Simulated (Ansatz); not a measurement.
# MgS (Niningerite) (Fm-3m) in Ansatz: equation of state

Aim: energy against volume of MgS (Niningerite) in PBE, for its equilibrium volume and stiffness.

Program: Ansatz 0.2.0. These are calculated values, not measurements. Logs are shortened: lines on timing, memory, paths and dates and some standing lists are left out, and cuts for length are marked.

### Step 1. The crystal as given

The structure is cubic, space group Fm-3m (No. 225). The conventional cell has a = 5.203 Å, b = 5.203 Å, c = 5.203 Å, α = 90.00°, β = 90.00°, γ = 90.00°. Around S (site symmetry m-3m) lie 6 Mg at 2.60 Å. Around Mg (site symmetry m-3m) lie 6 S at 2.60 Å.

### Step 2. Single point, PBE, 16.55 Å³/atom (volume scaled by 0.94)

Input file input.yaml:

```yaml
crystal:
  lattice:
    - [0.0, 2.5485401997, 2.5485401997]
    - [2.5485401997, 0.0, 2.5485401997]
    - [2.5485401997, 2.5485401997, 0.0]
  atoms:
    - { symbol: S, position: [0.5, 0.5, 0.5] }
    - { symbol: Mg, position: [0.0, 0.0, 0.0] }
hamiltonian:
  xc: pbe
  pseudopotentials: { kind: paw }
kpoints:
  mp_grid: { grid: [9, 9, 9] }
scf:
  occupations: { method: fermi_dirac, width: 0.05 }
output:
  forces: true
  stress: true
  eigenvalues: true
```

Potentials or basis: Ansatz PAW.

Run with:

```
ansatz run input.yaml --threads 1 --pin off --max-ram 2560MiB --backend cpu --events-out ev --progress --plain --runs-dir out
```

Log:

```text
Warning: RAYON_NUM_THREADS=1 ignored (pool sized by the plan → 1); use --threads N
Engine: ansatz 0.2.0, x86_64-unknown-linux-gnu
Pseudopotentials: kind: paw
Pseudopotential: S, paw, valence charge 6, recommended cutoff 420 eV (normal), S.paw.azcp
Pseudopotential: Mg, paw, valence charge 10, recommended cutoff 420 eV (normal), Mg.paw.azcp
Functional definition: PBE
  parameter kappa = 0.804
  parameter beta = 0.06672455060314922
  exchange = pbe_x(kappa = kappa, mu = beta*pi^2/3)
  correlation = pbe_c(beta = beta)
Crystal: 2 atoms, lattice volume = 33.106 Å³
Basis set: ecut = 420 eV, 645 PW (Γ), exchange–correlation on 50×50×50 points (8 copies of the dense FFT grid, shifted against one another)
Bands: 12, of which v1, the nominal top of the filled ones, is band 8 counted from 1 (7 counted from 0)
Symmetry: 48 space group operations
Space group: Fm-3m (ITA 225), of the structure as read, at distance tolerance 3.2e-5 Å
k-points: 35 of 729
Non-local potential: S, projectors of the file, l = 0: 2, l = 1: 2, l = 2: 2
Non-local potential: Mg, projectors of the file, l = 0: 3, l = 1: 2, l = 2: 1
PAW form: soft (Blöchl's): semilocal exchange-correlation on the pseudo side does not see the compensation charge
PAW one-centre angular grid: S, 110 points (default); XC on 64 Gauss nodes
PAW one-centre angular grid: Mg, 110 points (default); XC on 64 Gauss nodes
Initial density: superposition of atomic densities (neutral atoms: chi_scale 0, normalization atom), corrected by the library's trained network
Initial wavefunctions: pseudopotential atomic-orbital guess
Functional: x = pbe(κ = 0.804, μ = 0.2195149727645171), c = pbe(β = 0.06672455060314922)
SCF iter   1: F=—  HF=-2828.697470 eV  |F-HF|=—  |Δ(HF+E_count)|=         —  Δρ=5.23e-4  dr2=4.53e-5  ethr=1.77e-3  ⟨swp⟩=6.3  Hψ=2517  notcnv=0
preconditioner: auto → none  [insulator: Δε(μ)=3.043 eV  Ē_g=12.109 eV  σ=0.050 eV  W_gap=1.00  n_scr=8 (ndim 8)  ℏωp=18.3 eV  f_vac=0.000  D(μ)=0.00/eV (n_scr^D=0)  ε∞_Penn≈3.3]
SCF iter   2: F=—  HF=-2828.697150 eV  |F-HF|=—  |Δ(HF+E_count)|=   3.19e-4  Δρ=5.23e-4  dr2=1.30e-4  ethr=2.83e-7  ⟨swp⟩=3.1  Hψ=1076  notcnv=0
SCF iter   3: F=—  HF=-2828.697125 eV  |F-HF|=—  |Δ(HF+E_count)|=   2.56e-5  Δρ=2.08e-4  dr2=1.17e-5  ethr=2.83e-7  ⟨swp⟩=2.0  Hψ=554  notcnv=0
SCF iter   4: F=—  HF=-2828.697151 eV  |F-HF|=—  |Δ(HF+E_count)|=   2.61e-5  Δρ=1.25e-4  dr2=7.12e-6  ethr=7.31e-8  ⟨swp⟩=2.0  Hψ=560  notcnv=0
SCF iter   5: F=—  HF=-2828.697149 eV  |F-HF|=—  |Δ(HF+E_count)|=   1.87e-6  Δρ=6.76e-5  dr2=2.24e-6  ethr=4.45e-8  ⟨swp⟩=1.0  Hψ=424  notcnv=0
SCF iter   6: F=—  HF=-2828.697148 eV  |F-HF|=—  |Δ(HF+E_count)|=   7.61e-7  Δρ=2.19e-5  dr2=2.23e-7  ethr=1.40e-8  ⟨swp⟩=2.0  Hψ=510  notcnv=0
SCF iter   7: F=-2828.697148 eV  HF=-2828.697148 eV  |F-HF|=1.73e-8  |Δ(HF+E_count)|=   7.60e-8  Δρ=6.84e-6  dr2=2.32e-8  ethr=6.25e-10  ⟨swp⟩=4.0  Hψ=1256  notcnv=0
SCF 1 converged in 7 iterations: F = -2828.697148 eV  dr2 = 2.32e-8
SCF converged after 7 iterations
Free energy (F): -2828.697148 eV
Harris-Foulkes:  -2828.697148 eV  (|F-HF|=1.73e-8)
Internal energy: -2828.697148 eV  (E = F + TS)
E sigma→0 (E₀):  -2828.697148 eV
Fermi energy:    8.659240 eV
--- Per-component energies (eV) ---
  E_band       = -320.436474
  E_kinetic    = 186.948569
  E_local      = -1634.866785  (includes V_loc(G=0)·N_el)
  E_nonlocal   = 123.508617
  E_hartree    = 582.564467
  E_xc         = -128.478122
  E_vxc        = -128.017559  (∫ρ·V_xc dr)
  E_paw        = -892.883061  (= ΣΔE_a)
  E_vpaw       = -33.137639  (= ΣTr[D̂ρ^β])
  E_aug_tail   = 0.000001  (compensation charges beyond the density's cutoff)
  E_ewald      = -1065.490834
  E_smearing   = -0.000000  (= −TS)
  E_closure    = 0.000000  (closes the sum)
  Σ components = -2828.697148   (vs F -2828.697148, Δ=0.00e0)
--- Forces (eV/Å), atoms counted from 1 ---
  atom   1  S      0.00000000    -0.00000000     0.00000000
  atom   2  Mg    -0.00000000     0.00000000     0.00000000
  max |Σ_I F_I| component: 3.19e-30 eV/Å
--- Stress (GPa, compression-positive) ---
        6.672695       0.000000       0.000000
       -0.000000       6.672695      -0.000000
       -0.000000      -0.000000       6.672695
  P = ⅓ Tr σ = 6.6727 GPa (66.727 kbar)
--- Band table (eV; the first three rows and the last of 35) ---
  k-point 0: bands = ["-67.4649", "-34.2165", "-34.2165", "-34.2165", "-5.9044", "7.1290", "7.1290", "7.1290", "11.3579", "14.9974", "14.9974", "14.9974"]
  k-point 1: bands = ["-67.4649", "-34.2176", "-34.2167", "-34.2167", "-5.7714", "6.2337", "7.0365", "7.0365", "12.0148", "14.7593", "15.2340", "15.2340"]
  k-point 2: bands = ["-67.4647", "-34.2202", "-34.2170", "-34.2170", "-5.4004", "4.5818", "6.8229", "6.8229", "12.3738", "15.1342", "15.1342", "15.4092"]
  k-point 34: bands = ["-67.4643", "-34.2227", "-34.2216", "-34.2197", "-3.9994", "3.3139", "3.9059", "4.8517", "12.5378", "14.5309", "14.9977", "16.4518"]
```

Wall time 0.8 s (1 thread of Intel Xeon at 2.60GHz (Ice Lake), shared host); peak memory 0.32 GiB.

What came out:

```yaml
Free_energy: -2828.6971 eV
Pressure: 6.7 GPa
Band_gap_on_the_k_mesh: 3.05 eV, indirect (least direct gap 4.23 eV)
```

Caveat: odd divisions of the mesh miss points on the zone boundary, where band edges often lie, so the gap on the mesh can be too wide.

### Step 3. Single point, PBE, 16.91 Å³/atom (volume scaled by 0.96)

input.yaml, as its differences from that of step 2:

```diff
@@ -2,5 +2,5 @@
   lattice:
-    - [0.0, 2.5485401997, 2.5485401997]
-    - [2.5485401997, 0.0, 2.5485401997]
-    - [2.5485401997, 2.5485401997, 0.0]
+    - [0.0, 2.5664882573, 2.5664882573]
+    - [2.5664882573, 0.0, 2.5664882573]
+    - [2.5664882573, 2.5664882573, 0.0]
   atoms:
```

Potentials or basis: Ansatz PAW.

Run with:

```
ansatz run input.yaml --threads 1 --pin off --max-ram 2560MiB --backend cpu --events-out ev --progress --plain --runs-dir out
```

It took 0.85 s on 1 thread of Intel Xeon at 2.60GHz (Ice Lake), shared host; peak memory 0.33 GiB.

It converged, with:

| Item | Value |
| --- | --- |
| Free energy | -2828.7220 eV |
| Pressure | 4.6 GPa |
| Band gap on the k mesh | 3.01 eV, indirect (least direct gap 4.05 eV) |

Caveat: odd divisions of the mesh miss points on the zone boundary, where band edges often lie, so the gap on the mesh can be too wide.

### Step 4. Single point, PBE, 17.26 Å³/atom (volume scaled by 0.98)

input.yaml, as its differences from that of step 3:

```diff
@@ -2,5 +2,5 @@
   lattice:
-    - [0.0, 2.5664882573, 2.5664882573]
-    - [2.5664882573, 0.0, 2.5664882573]
-    - [2.5664882573, 2.5664882573, 0.0]
+    - [0.0, 2.5841887356, 2.5841887356]
+    - [2.5841887356, 0.0, 2.5841887356]
+    - [2.5841887356, 2.5841887356, 0.0]
   atoms:
```

Run with:

```
ansatz run input.yaml --threads 1 --pin off --max-ram 2560MiB --backend cpu --events-out ev --progress --plain --runs-dir out
```

It took 0.98 s on 1 thread of Intel Xeon at 2.60GHz (Ice Lake), shared host; peak memory 0.32 GiB.

The run converged. Its results:

| Quantity | Value |
| --- | --- |
| Free energy | -2828.7383 eV |
| Pressure | 2.8 GPa |
| Band gap on the k mesh | 2.96 eV, indirect (least direct gap 3.88 eV) |

Caveat: odd divisions of the mesh miss points on the zone boundary, where band edges often lie, so the gap on the mesh can be too wide.

### Step 5. Single point, PBE, 17.61 Å³/atom

input.yaml, as its differences from that of step 4:

```diff
@@ -2,5 +2,5 @@
   lattice:
-    - [0.0, 2.5841887356, 2.5841887356]
-    - [2.5841887356, 0.0, 2.5841887356]
-    - [2.5841887356, 2.5841887356, 0.0]
+    - [0.0, 2.60165, 2.60165]
+    - [2.60165, 0.0, 2.60165]
+    - [2.60165, 2.60165, 0.0]
   atoms:
```

Run with:

```
ansatz run input.yaml --threads 1 --pin off --max-ram 2560MiB --backend cpu --events-out ev --progress --plain --runs-dir out
```

Wall time 0.89 s (1 thread of Intel Xeon at 2.60GHz (Ice Lake), shared host); peak memory 0.33 GiB.

It converged, with:

* Free energy: -2828.7470 eV
* Pressure: 1.2 GPa
* Band gap on the k mesh: 2.92 eV, indirect (least direct gap 3.72 eV)

Caveat: odd divisions of the mesh miss points on the zone boundary, where band edges often lie, so the gap on the mesh can be too wide.

### Step 6. Single point, PBE, 17.96 Å³/atom (volume scaled by 1.02)

input.yaml, as its differences from that of step 5:

```diff
@@ -2,5 +2,5 @@
   lattice:
-    - [0.0, 2.60165, 2.60165]
-    - [2.60165, 0.0, 2.60165]
-    - [2.60165, 2.60165, 0.0]
+    - [0.0, 2.6188799723, 2.6188799723]
+    - [2.6188799723, 0.0, 2.6188799723]
+    - [2.6188799723, 2.6188799723, 0.0]
   atoms:
```

Potentials or basis: Ansatz PAW.

Run with:

```
ansatz run input.yaml --threads 1 --pin off --max-ram 2560MiB --backend cpu --events-out ev --progress --plain --runs-dir out
```

Wall time 0.86 s (1 thread of Intel Xeon at 2.60GHz (Ice Lake), shared host); peak memory 0.32 GiB.

It converged, with:

- Free energy: -2828.7487 eV
- Pressure: -0.3 GPa
- Band gap on the k mesh: 2.88 eV, indirect (least direct gap 3.57 eV)

Caveat: odd divisions of the mesh miss points on the zone boundary, where band edges often lie, so the gap on the mesh can be too wide.

### Step 7. Single point, PBE, 18.31 Å³/atom (volume scaled by 1.04)

input.yaml, as its differences from that of step 6:

```diff
@@ -2,5 +2,5 @@
   lattice:
-    - [0.0, 2.6188799723, 2.6188799723]
-    - [2.6188799723, 0.0, 2.6188799723]
-    - [2.6188799723, 2.6188799723, 0.0]
+    - [0.0, 2.6358861629, 2.6358861629]
+    - [2.6358861629, 0.0, 2.6358861629]
+    - [2.6358861629, 2.6358861629, 0.0]
   atoms:
```

Run with:

```
ansatz run input.yaml --threads 1 --pin off --max-ram 2560MiB --backend cpu --events-out ev --progress --plain --runs-dir out
```

Run time: 0.87 s. Hardware: 1 thread of Intel Xeon at 2.60GHz (Ice Lake), shared host; peak memory 0.33 GiB.

Results (log left out):

```
Free energy            : -2828.7442 eV
Pressure               : -1.7 GPa
Band gap on the k mesh : 2.83 eV, indirect (least direct gap 3.42 eV)
```

Caveat: odd divisions of the mesh miss points on the zone boundary, where band edges often lie, so the gap on the mesh can be too wide.

### Step 8. Single point, PBE, 18.67 Å³/atom (volume scaled by 1.06)

input.yaml, as its differences from that of step 7:

```diff
@@ -2,5 +2,5 @@
   lattice:
-    - [0.0, 2.6358861629, 2.6358861629]
-    - [2.6358861629, 0.0, 2.6358861629]
-    - [2.6358861629, 2.6358861629, 0.0]
+    - [0.0, 2.6526756995, 2.6526756995]
+    - [2.6526756995, 0.0, 2.6526756995]
+    - [2.6526756995, 2.6526756995, 0.0]
   atoms:
@@ -19 +19,5 @@
   eigenvalues: true
+  write_density: true
+  write_potential: true
+  elf: true
+  volumetric_format: npy
```

Run with:

```
ansatz run input.yaml --threads 1 --pin off --max-ram 2560MiB --backend cpu --events-out ev --progress --plain --runs-dir out
```

Wall time 1.2 s (1 thread of Intel Xeon at 2.60GHz (Ice Lake), shared host); peak memory 0.33 GiB.

It converged, with:

```yaml
Free_energy: -2828.7341 eV
Pressure: -2.9 GPa
Band_gap_on_the_k_mesh: 2.79 eV, indirect (least direct gap 3.28 eV)
```

Caveat: odd divisions of the mesh miss points on the zone boundary, where band edges often lie, so the gap on the mesh can be too wide.

### Step 9. Equation of state, PBE

Potentials or basis: Ansatz PAW.

No new run: the results of the series are fitted here.

Results:

- Equilibrium volume: 17.88 Å³/atom
- Bulk modulus: 74 GPa
- Pressure derivative of the bulk modulus: 4.1

Energy against volume, from the lowest point:
```csv
volume (Å³/atom),energy (meV/atom)
16.553,25.80
16.905,13.39
17.257,5.22
17.609,0.88
17.962,0.00
18.314,2.25
18.666,7.34
```
